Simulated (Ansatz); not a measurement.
## What a change of settings does to a run on AlRu

The cell is COD entry 1527371, as deposited and not checked against the literature; nothing was relaxed.

First run: DFT, PBE, PAW with Ansatz's default frozen-core files, fully relativistic files with spin-orbit coupling (Ansatz 0.2.0).

Command: `ansatz run input.yaml --threads 1 --pin off --max-ram 2048MiB --backend cpu --events-out ev --progress --plain --runs-dir out` The run took about 9.2 s on 1 thread of a shared machine.

```yaml
crystal:
  lattice:
    - [2.9916, 0.0, 0.0]
    - [0.0, 2.9916, 0.0]
    - [0.0, 0.0, 2.9916]
  atoms:
    - { symbol: Al, position: [0.0, 0.0, 0.0] }
    - { symbol: Ru, position: [0.5, 0.5, 0.5] }
kpoints:
  mp_grid: { grid: [12, 12, 12] }
  band_path:
    path:
      - [0.0, 0.0, 0.0]
      - [0.0, 0.5, 0.0]
      - [0.5, 0.5, 0.0]
      - [0.0, 0.0, 0.0]
      - [0.5, 0.5, 0.5]
      - [0.0, 0.5, 0.0]
      - [0.5, 0.5, 0.5]
      - [0.5, 0.5, 0.0]
    npoints: 5
scf:
  occupations: { method: fermi_dirac, width: 0.05 }
hamiltonian:
  xc: pbe
  pseudopotentials: { kind: paw_fr }
output:
  forces: true
  stress: true
  eigenvalues: true
  efg: { contact_densities: true }
  write_density: true
  write_potential: true
  elf: true
  volumetric_format: npy
magnetization:
  noncollinear: true
  spin_orbit: true
```

Result: converged; pressure 2.54 GPa; 7 SCF iterations.

Spin polarisation is left out, and whether a magnetic state lies lower isn't shown here.

The input is then changed:

```diff
@@ -8,5 +8,5 @@
     - { symbol: Ru, position: [0.5, 0.5, 0.5] }
 kpoints:
-  mp_grid: { grid: [12, 12, 12] }
+  mp_grid: { grid: [15, 15, 15] }
   band_path:
     path:
@@ -22,4 +22,5 @@
 scf:
   occupations: { method: fermi_dirac, width: 0.05 }
+  initial_density: { chi_scale: 0.0 }
 hamiltonian:
   xc: pbe
```

Q: What does the second run give?

A: It converged; energy at zero smearing +1.2 meV/atom from the first run; pressure 2.59 GPa; 7 SCF iterations.

The results part of its log:

```
SCF 1 converged in 7 iterations: F = -6419.046565 eV  dr2 = 2.70e-9
  greatest PAW one-centre occupation: 0.998 electrons in one spin orbital (limit 2), on the Ru atom at site 1 (counted from 0), in its partial waves of l = 0
NSCF: frozen V_eff on 36 k-points
SCF converged after 7 iterations
Magnetization: |M| = 0.0000 μB,  M = (+0.0000, +0.0000, +0.0000) μB
Absolute magnetization: 0.0000 μB (∫|m|)
  site 0: m = (+0.0000, +0.0000, +0.0000) μB, |m| = 0.0000 μB  (R = 1.07 Å)
  site 1: m = (+0.0000, +0.0000, +0.0000) μB, |m| = 0.0000 μB  (R = 1.07 Å)
Free energy (F): -6419.046565 eV
Harris-Foulkes:  -6419.046565 eV  (|F-HF|=1.75e-9)
Internal energy: -6419.034368 eV  (E = F + TS)
E sigma→0 (E₀):  -6419.040466 eV
Entropy (-TS):   -0.012197 eV (-6.098 meV/atom)
Fermi energy:    16.130116 eV
--- Per-component energies (eV) ---
  E_band       = -120.175214
  E_kinetic    = 543.144555
  E_local      = -1797.885134  (includes V_loc(G=0)·N_el)
  E_nonlocal   = 354.338776
  E_hartree    = 638.941714
  E_xc         = -232.206829
  E_vxc        = -270.709795  (∫ρ·V_xc dr)
  E_paw        = -3930.543498  (= ΣΔE_a)
  E_vpaw       = -226.944522  (= ΣTr[D̂ρ^β])
  E_aug_tail   = -0.000177  (compensation charges beyond the density's cutoff)
  E_ewald      = -1994.823776
  E_smearing   = -0.012197  (= −TS)
  E_closure    = 0.000000  (closes the sum)
  Σ components = -6419.046565   (vs F -6419.046565, Δ=0.00e0)
--- Forces (eV/Å), atoms counted from 1 ---
  atom   1  Al    -0.00000000     0.00000000     0.00000000
  atom   2  Ru     0.00000000     0.00000000     0.00000000
  max |Σ_I F_I| component: 9.52e-30 eV/Å
--- Stress (GPa, compression-positive) ---
        2.586389       0.000000       0.000000
       -0.000000       2.586389       0.000000
        0.000000       0.000000       2.586389
  P = ⅓ Tr σ = 2.5864 GPa (25.864 kbar)
--- PAW observables at the nuclei: V_zz in 10²¹ V/m², potentials from the cell's mean, atoms counted from 1 ---
  atom   1  Al V_zz =    -0.000000   η = 0.0000   by run symmetry: forbidden
            electrostatic potential = -1239.559634 V   contact ρ = 10083.626747 e/Å³
  atom   2  Ru V_zz =    -0.000000   η = 0.0000   by run symmetry: forbidden
            electrostatic potential = -6802.459232 V   contact ρ = 720817.991517 e/Å³
--- Band table (eV; the first three rows and the last of 120) ---
  k-point 0: bands = ["-55.6616", "-55.6616", "-27.9617", "-27.9617", "-24.5654", "-24.5654", "-24.5654", "-24.5654", "6.4569", "6.4569", "12.5464", "12.5464", "12.5464", "12.5464", "16.2275", "16.2275", "16.2275", "16.2275", "16.4441", "16.4441", "22.0020", "22.0020", "22.2912", "22.2912", "22.2912", "22.2912", "27.0504", "27.0504"]
  k-point 1: bands = ["-55.6609", "-55.6609", "-27.9638", "-27.9638", "-24.5718", "-24.5718", "-24.5646", "-24.5646", "6.5421", "6.5421", "12.5765", "12.5765", "12.5765", "12.5765", "16.1201", "16.1201", "16.1829", "16.1829", "16.3903", "16.3903", "21.7397", "21.7397", "22.2985", "22.2985", "22.4640", "22.4640", "26.8564", "26.8564"]
  k-point 2: bands = ["-55.6590", "-55.6590", "-27.9698", "-27.9698", "-24.5898", "-24.5898", "-24.5622", "-24.5622", "6.7944", "6.7944", "12.6458", "12.6458", "12.6632", "12.6632", "15.8410", "15.8410", "15.9550", "15.9550", "16.3654", "16.3654", "20.8297", "20.8297", "22.7480", "22.7480", "22.9392", "22.9392", "26.3421", "26.3421"]
  k-point 119: bands = ["-55.6160", "-55.6160", "-28.0939", "-28.0939", "-24.7379", "-24.7379", "-24.7378", "-24.7378", "11.4304", "11.4304", "11.4979", "11.4979", "11.5693", "11.5693", "17.5560", "17.5560", "17.5866", "17.5866", "18.8309", "18.8309", "19.7277", "19.7277", "20.3231", "20.3231", "20.5414", "20.5414", "24.6813", "24.6813"]
```
